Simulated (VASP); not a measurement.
Here is a VASP 6.6.1 calculation.

File INCAR:

```
PREC     = Accurate       # precision mode
ENCUT    = 520            # plane-wave cutoff, eV
EDIFF    = 1E-7           # SCF threshold, eV
ISMEAR   = -1             # smearing method
SIGMA    = 0.05           # smearing width, eV
LREAL    = False          # projectors in reciprocal space
LASPH    = True           # aspherical terms in the spheres
NELM     = 60             # most SCF steps
ALGO     = Normal         # electronic algorithm
ISIF     = 2              # what is computed and relaxed
LWAVE    = False          # write WAVECAR
LCHARG   = False          # write CHGCAR
GGA      = PS             # functional
NBANDS   = 22             # bands
```

Contents of KPOINTS:

```
regular mesh
0
Gamma
  8 8 4
```

File POSCAR:

```
Bi
1.0
    3.2383762460      0.0000000000      0.0000000000
    0.0000000000      3.2216433200      0.0000000000
   -0.0804548793      0.0000000000      6.4438887882
Bi
2
Direct
    0.5553360000      0.0007030000      0.7502840000
    0.4583770000      0.0127120000      0.2414060000
```

Potentials or basis: VASP PAW PBE potentials, release 64 (Bi_d).

Run with:

```console
$ cat potpaw_PBE.64/Bi_d/POTCAR > POTCAR
$ mpirun -np 1 vasp_std > vasp.out
```

What does it give for the band gap on the k mesh?

None (metal or under the smearing width).

Estimate the largest force.

0.047 eV/Å.

Predict the pressure.

-0.5 GPa.

Stress tensor (GPa, compression positive):
```
-0.61  0.01  0.04
 0.01  0.07 -0.01
 0.04 -0.01 -0.92
```

Caveat: the PAW data sets were made with another functional, which shifts forces and pressure a little; spin-orbit coupling is left out, which moves the levels of the heavy elements.
